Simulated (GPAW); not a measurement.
ZnS (Wurtzite-4H):

```
CELL_PARAMETERS angstrom
3.82270 0.00000 0.00000
-1.91135 3.31056 0.00000
0.00000 0.00000 12.52000
ATOMIC_POSITIONS crystal
Zn 0.66667 0.33333 0.75000
Zn 0.33333 0.66667 0.25000
Zn 0.00000 0.00000 0.50000
Zn 0.00000 0.00000 0.00000
S 0.66667 0.33333 0.93750
S 0.33333 0.66667 0.43750
S 0.00000 0.00000 0.68750
S 0.00000 0.00000 0.18750
```

Base run:

```yaml
Program: GPAW 26.7.0
Functional: PBE
Potentials_or_basis: GPAW PAW data sets (gpaw-data 1.2.1)
Cutoff: 600 eV
Basis: pw
k_mesh: 5 × 5 × 2
Occupations: fermi-dirac, width 0.05 eV
Spin: no spin polarisation
```

Its results: band gap on the k mesh 2.12 eV, direct; pressure 1.4 GPa; largest force 0.047 eV/Å.

Problem. The run is repeated on the same cell with these changes: functional from PBE to LDA; potentials or basis from GPAW PAW data sets (gpaw-data 1.2.1) to the program's PAW data sets (release 1.2.1) made for this functional. What comes out?

Solution. Band gap on the k mesh 1.87 eV, direct; pressure -5.1 GPa; largest force 0.042 eV/Å.
